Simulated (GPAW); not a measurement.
# Cr (P6_3/mmc) in GPAW: magnons with LDA

Aim: the magnons of Cr with LDA.

Program: GPAW 26.7.0. These are calculated values, not measurements. Logs are shortened: lines on timing, memory, paths and dates and some standing lists are left out, and cuts for length are marked. The log counts tension as positive stress, the text compression.

**1. The structure**

The structure is hexagonal, space group P6_3/mmc (No. 194). Conventional cell: a = 2.714 Å, b = 2.714 Å, c = 4.410 Å, α = 90.00°, β = 90.00°, γ = 120.00°. Cr (site symmetry -6m2) is surrounded by 12 Cr at 2.71 Å.

This isn't the form of Cr at room conditions, which is bcc.

**2. Magnons, LDA, collinear spin, ferromagnetic start**

Input file run.py:

```python
import numpy as np
from ase.dft.bandgap import bandgap
from ase.io import read, write
from gpaw import GPAW, PW
from gpaw.response import ResponseContext, ResponseGroundStateAdapter
from gpaw.response.chiks import ChiKSCalculator
from gpaw.response.heisenberg import calculate_fm_magnon_energies
from gpaw.response.localft import LocalFTCalculator
from gpaw.response.mft import IsotropicExchangeCalculator
from gpaw.response.site_kernels import SphericalSiteKernels

atoms = read('POSCAR')
atoms.set_initial_magnetic_moments([4.0, 4.0])

calc = GPAW(mode=PW(400),
            xc='LDA',
            kpts={'size': (9, 9, 5), 'gamma': True},
            occupations={'name': 'fermi-dirac', 'width': 0.05},
            nbands=17,
            convergence={'density': 0.0001},
            maxiter=150,
            txt='gpaw.txt')
atoms.calc = calc
energy = atoms.get_potential_energy()
calc.write('gs.gpw')
write('result.traj', atoms)
print(f'Energy: {energy:.6f} eV')
print('Moments:', calc.get_magnetic_moments().round(3))
print('Fermi level:', round(calc.get_fermi_level(), 4), 'eV')
print(f'Gap: {bandgap(calc)[0]:.4f} eV, direct: {bandgap(calc, direct=True)[0]:.4f} eV')

dense = calc.fixed_density(kpts={'size': (10, 10, 6), 'gamma': True},
                           nbands=30, convergence={'bands': 24, 'eigenstates': 1e-12},
                           update_fermi_level=True, maxiter=300, txt='dense.txt')
dense.write('dense.gpw', mode='all')

sites = [0, 1]
moments = calc.get_magnetic_moments()[sites]
q_qc = np.array([[0.0, 0.0, 0.0], [0.1, 0.0, 0.0], [0.2, 0.0, 0.0], [0.3, 0.0, 0.0], [0.1, 0.1, 0.0], [0.2, 0.2, 0.0], [0.3, 0.3, 0.0]])
gs = ResponseGroundStateAdapter.from_gpw_file('dense.gpw')
context = ResponseContext(txt='mft.txt')
chiks = ChiKSCalculator(gs, context, ecut=200, nbands=24, gammacentered=True)
exchange = IsotropicExchangeCalculator(chiks, LocalFTCalculator.from_rshe_parameters(gs, context))
kernels = SphericalSiteKernels(atoms.positions[sites], [[1.082] * len(sites)])
J_qab = np.array([exchange(q_c, kernels)[..., 0] for q_c in q_qc])
E_qn = calculate_fm_magnon_energies(J_qab, q_qc, moments)
np.savetxt('exchange.dat', np.c_[q_qc, 1000 * J_qab.real.reshape((len(q_qc), -1))], fmt='%.4f')
np.savetxt('magnons.dat', np.c_[q_qc, 1000 * E_qn.real], fmt='%.4f')
for q_c, E_n in zip(q_qc, E_qn):
    print(q_c.round(4), 'magnon energies (meV):', (1000 * E_n.real).round(2))
```

Input file POSCAR:

```
Cr
1.0
    2.7140000000      0.0000000000      0.0000000000
   -1.3570000000      2.3503929459      0.0000000000
    0.0000000000      0.0000000000      4.4100000000
Cr
2
Direct
    0.6666666667      0.3333333333      0.7500000000
    0.3333333333      0.6666666667      0.2500000000
```

Potentials or basis: the program's PAW data sets (release 1.2.1) made for this functional, pw.

The run is started by

```bash
OMP_NUM_THREADS=1 python run.py
```

gpaw.txt:

```text
__  _  _
 | _ |_)|_||  |
 |__||  | ||/\| - 26.7.0

Input parameters:
  mode=PW(ecut=400.0),
  convergence={'density': 0.0001},
  kpts=MonkhorstPack(size=(9, 9, 5), gamma=True),
  maxiter=150,
  nbands=17,
  occupations=Occupations(name='fermi-dirac', width=0.05),
  xc=XC(name='LDA')

Diagonalizing LCAO Hamiltonian
Converting LCAO to pw mode

          Cr

        Cr

Atoms  # Å, Bohr magnetons
|   | symbol |         x |        y |        z |    initial magnetic moments |
|---|--------|-----------|----------|----------|-----------------------------|
| 0 |     Cr |  1.357000 | 0.783464 | 3.307500 | ( 0.0000,  0.0000,  4.0000) |
| 1 |     Cr | -0.000000 | 1.566929 | 1.102500 | ( 0.0000,  0.0000,  4.0000) |

Unit cell  # Å
| periodic |         x |        y |        z |  lengths |     angles |
|----------|-----------|----------|----------|----------|------------|
|      yes |  2.714000 | 0.000000 | 0.000000 | 2.714000 |  90.000000 |
|      yes | -1.357000 | 2.350393 | 0.000000 | 2.714000 |  90.000000 |
|      yes |  0.000000 | 0.000000 | 4.410000 | 4.410000 | 120.000000 |

Number of symmetries: 12
Symmetry operations  # r_c * U_cc + t_c -> r_c
|    | kind |            matrix            |
|----|------|------------------------------|
|  0 |  σ   |  1, 1, 0,  0,-1, 0,  0, 0, 1 |
|  1 |  S6  |  1, 1, 0, -1, 0, 0,  0, 0,-1 |
|  2 |  E   |  1, 0, 0,  0, 1, 0,  0, 0, 1 |
|  3 |  C2  |  1, 0, 0, -1,-1, 0,  0, 0,-1 |
|  4 |  C2  |  0, 1, 0,  1, 0, 0,  0, 0,-1 |
|  5 |  C3  |  0, 1, 0, -1,-1, 0,  0, 0, 1 |
|  6 |  S6  |  0,-1, 0,  1, 1, 0,  0, 0,-1 |
|  7 |  σ   |  0,-1, 0, -1, 0, 0,  0, 0, 1 |
|  8 |  σ   | -1, 0, 0,  1, 1, 0,  0, 0, 1 |
|  9 |  i   | -1, 0, 0,  0,-1, 0,  0, 0,-1 |
| 10 |  C3  | -1,-1, 0,  1, 0, 0,  0, 0, 1 |
| 11 |  C2  | -1,-1, 0,  0, 1, 0,  0, 0,-1 |

BZ-sampling:
  Number of BZ points: 405
  Number of IBZ points: 50

  Monkhorst-Pack size: [9, 9, 5]
  Monkhorst-Pack shift: [0, 0, 0]

K-points  # in reciprocal-cell coordinates
|     |                                coordinates |     weight |
|-----|--------------------------------------------|------------|
|   0 | (  0.00000000,   0.00000000,   0.00000000) | 0.00246914 |
|   1 | (  0.00000000,   0.00000000,   0.20000000) | 0.00493827 |
|   2 | (  0.00000000,   0.00000000,   0.40000000) | 0.00493827 |
|   3 | (  0.11111111,   0.00000000,  -0.40000000) | 0.01481481 |
|   4 | (  0.11111111,   0.00000000,  -0.20000000) | 0.01481481 |
|   5 | (  0.11111111,   0.00000000,   0.00000000) | 0.01481481 |
|   6 | (  0.11111111,   0.00000000,   0.20000000) | 0.01481481 |
|   7 | (  0.11111111,   0.00000000,   0.40000000) | 0.01481481 |
|   8 | (  0.22222222,  -0.11111111,   0.00000000) | 0.01481481 |
|   9 | (  0.22222222,  -0.11111111,   0.20000000) | 0.02962963 |
| ... |                                            |            |
|  49 | (  0.44444444,   0.44444444,   0.40000000) | 0.02962963 |

Plane wave coefficients: 537
Cutoff: 400.0 eV

Spin-components: 2 (collinear spins)
Bands:           17
Projectors:      12
Spin-degeneracy: 1
Datatype:        complex128

Parallelization:
  kpt:    1
  domain: 1
  band:   1

Density:
  Valence electrons: 12.0
  Components: 2
  Grid points: [14 14 21]
  Charge: 0.0  # |e|

Potential:
  Grid points: [14 14 21]

species:
  Cr:
    name:    Chromium
    Z:       24.0
    valence: 6
    core:    18
    charge:  0.0  # [|e|]
    compensation charges:
      type: gauss
      rc: 0.35  # [Å]
      lmax: 2
    cutoffs:
      filter: 2.14  # [Å]
      core: 3.04  # [Å]
    projectors
    | kind |    occ | energy [eV] | rcut [Å] |
    |------|--------|-------------|----------|
    |   4s |  1.000 |      -4.191 |    1.164 |
    |   4p |  0.000 |      -1.079 |    1.217 |
    |   3d |  5.000 |      -3.128 |    1.111 |
    |    s |        |      23.021 |    1.164 |
    |    p |        |      26.132 |    1.217 |
    |    d |        |      24.083 |    1.111 |

    Using partial waves for Cr as LCAO basis

Reference energy: -57053.366723  # eV

eigensolver:
  PPCG
  Converge bands: occupied
  niter=2

density mixing:
  MSR1-Mixer
  Pratt-step length: 0.05
  Maximum mixing coefficient: 0.75
  Old densities: 10
  SVD Regularization: 0.005
  Good broyden scale: 1.0
  Trust region scale: 1.0
  Backstep threshold: 4.0
  History deletion threshold: 6.0
  Fourier metric: weight=20.0, sigma=0.015

occupation numbers:
  Fermi-Dirac:
    width: 0.0500  # eV

poisson solver:
  ecut: 3200.0  # eV

xc functional:
  name: None

convergence criteria:
- Maximum integral of absolute [dens]ity change: 0.0001 electrons / valence electron
- Maximum [total energy] change in last 3 cyles: 0.0005 eV / valence electron
- Maximum integral of absolute [eigenst]ate change: 4e-08 eV^2 / valence electron
maximum number of iterations: 150

SCF iterations
|iter     | |      energy | eigst |  dens |  magmom |
|---------|-|-------------|-------|-------|---------|
|iter:   1| |  -17.866194 | +0.00 |       |  +8.0018|
|iter:   2| |  -17.947676 | -2.09 | -0.52 |  +7.8448|
|iter:   3| |  -19.071414 | -1.18 | -0.53 |  +4.3037|
|iter:   4| |  -19.161095 | -1.66 | -1.09 |  +3.5858|
|iter:   5| |  -19.213810 | -1.55 | -1.12 |  +2.4741|
|iter:   6| |  -19.232852 | -2.42 | -1.38 |  +1.2696|
|iter:   7| |  -19.243914 | -1.95 | -1.38 |  +0.3490|
|iter:   8| |  -19.254587 | -2.80 | -1.59 |  +0.5756|
|iter:   9| |  -19.252546 | -3.11 | -1.94 |  +0.3786|
|iter:  10| |  -19.253358c| -4.32 | -2.37 |  +0.4748|
|iter:  11| |  -19.254026c| -4.58 | -2.68 |  +0.5667|
|iter:  12| |  -19.254312c| -4.96 | -2.75 |  +0.6068|
|iter:  13| |  -19.254733c| -4.68 | -2.75 |  +0.6678|
|iter:  14| |  -19.255132c| -4.48 | -2.77 |  +0.7314|
|iter:  15| |  -19.255507c| -4.56 | -2.88 |  +0.8000|
|iter:  16| |  -19.255866c| -4.47 | -2.99 |  +0.8849|
|iter:  17| |  -19.255875c| -5.96 | -3.19 |  +0.8867|
|iter:  18| |  -19.256030c| -4.96 | -3.33 |  +0.9365|
|iter:  19| |  -19.256103c| -5.24 | -3.90 |  +0.9661|
|iter:  20| |  -19.256065c| -5.94 | -3.89 |  +0.9498|
|iter:  21| |  -19.256066c| -7.58c| -4.71c|  +0.9501|

Converged in 21 steps
Energy contributions relative to reference atoms: (reference = -57053.366723)

Energy contributions:
  Kinetic:         -48.045082
  Coulomb:          33.126090
  Zero:              0.198367
  External:          0.000000
  Xc:               -4.514979
  Entropy:          -0.040924
  Spinorbit:         0.000000
  ----------------------------
  Free energy:     -19.276528
  Extrapolated:    -19.256066

dipole moment: (0.000015, 0.000026, 0.000049)  # |e|*Ang

Total magnetic moment: (0.000000, 0.000000, 0.950128)

Local magnetic moments
|        x |        y |        z |
|----------|----------|----------|
| 0.000000 | 0.000000 | 0.414492 |  # Cr   0
| 0.000000 | 0.000000 | 0.414492 |  # Cr   1

Fermi level: 8.140
Eigenvalues  # (at kpt = [0.000, 0.000, 0.000])
| band index |      eig [eV] | occ [0-1] |      eig [eV] | occ [0-1] |
|------------|---------------|-----------|---------------|-----------|
|          0 |         1.212 |     1.000 |         1.393 |     1.000 |
|          1 |         4.755 |     1.000 |         5.016 |     1.000 |
|          2 |         7.648 |     1.000 |         8.001 |     0.942 |
|          3 |         7.648 |     1.000 |         8.019 |     0.918 |
|          4 |         7.667 |     1.000 |         8.019 |     0.918 |
|          5 |         8.014 |     0.925 |         8.394 |     0.006 |
|          6 |         8.014 |     0.925 |         8.394 |     0.006 |
|          7 |         8.463 |     0.002 |         8.859 |     0.000 |
|          8 |         8.463 |     0.002 |         8.859 |     0.000 |
|          9 |         8.773 |     0.000 |         8.946 |     0.000 |
|         10 |         9.697 |     0.000 |        10.110 |     0.000 |
|         11 |         9.697 |     0.000 |        10.110 |     0.000 |
|         12 |        14.423 |     0.000 |        14.572 |     0.000 |
|         13 |        14.576 |     0.000 |        14.701 |     0.000 |
|        ... |               |           |               |           |
|         16 |        17.935 |     0.000 |        18.238 |     0.000 |

No gap
No difference between direct/indirect transitions
# Writing to gs.gpw (mode='')
```

stdout:

```text
Energy: -19.256066 eV
Moments: [0.414 0.414]
Fermi level: 8.1399 eV
Gap: 0.0000 eV, direct: 0.0000 eV
[0. 0. 0.] magnon energies (meV): [-0.   33.58]
[0.1 0.  0. ] magnon energies (meV): [ 4.54 28.45]
[0.2 0.  0. ] magnon energies (meV): [16.08  0.28]
[0.3 0.  0. ] magnon energies (meV): [-13.84   8.71]
[0.1 0.1 0. ] magnon energies (meV): [ 2.84 17.13]
[0.2 0.2 0. ] magnon energies (meV): [-8.2  -0.55]
[0.3 0.3 0. ] magnon energies (meV): [-22.62 -30.45]
```

Wall time 11 min (1 thread of Arm Neoverse V1, shared host); peak memory 0.34 GiB.

What came out:

| Item | Value |
| --- | --- |
| Free energy | -19.2765 eV |
| Band gap on the k mesh | none (metal or under the smearing width) |
| Net moment | 0.95 μB per cell |
| Site moments | Cr +0.41 μB |

Caveat: the number of bands moves the energies at small q by some ten meV; the exchange constants hang on this mesh and on the site radius; magnon energies are noisy on this mesh; the moment fell far below its start of 4 μB, so a state of higher moment may lie lower in energy.
